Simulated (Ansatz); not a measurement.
**CO2: changing the functional**

The cell as given:

```cif
data_structure
_symmetry_space_group_name_H-M 'I-42d'
_symmetry_Int_Tables_number 122
_cell_length_a 3.9495
_cell_length_b 3.9495
_cell_length_c 6.0281
_cell_angle_alpha 90.000
_cell_angle_beta 90.000
_cell_angle_gamma 90.000
_cell_volume 94.03
loop_
_atom_site_label
_atom_site_type_symbol
_atom_site_symmetry_multiplicity
_atom_site_Wyckoff_symbol
_atom_site_fract_x
_atom_site_fract_y
_atom_site_fract_z
_atom_site_occupancy
O1 O 8 d 0.83480 0.75000 0.12500 1
C1 C 4 a 0.00000 0.00000 0.00000 1
```

The cell comes from a database or a generator and needn't be the stable form of this composition.

Kept alike: task relaxation of cell and atoms; k mesh 9 × 9 × 9; occupations fermi-dirac, width 0.05 eV; no spin polarisation. Program: Ansatz, Ansatz PAW. Cutoffs run from 420 to 500 eV. The mesh is that of the run's cell of 6 atoms. No spin-orbit coupling.

```csv
functional,volume (Å³/atom)
LDA,7.351
PBEsol,7.595
r2SCAN,7.554
```

The relaxations keep at least the cell's symmetry (I-42d). Relaxations stop with a little pressure left, so the last digits of a volume or edge aren't settled. Ansatz's relaxations hold a Pulay term in the stress (up to 1.7 GPa here). All rows use potentials made for PBE.

Task: What does the functional change here?

Result: The volume runs from 7.351 (LDA) to 7.595 Å³/atom (PBEsol).
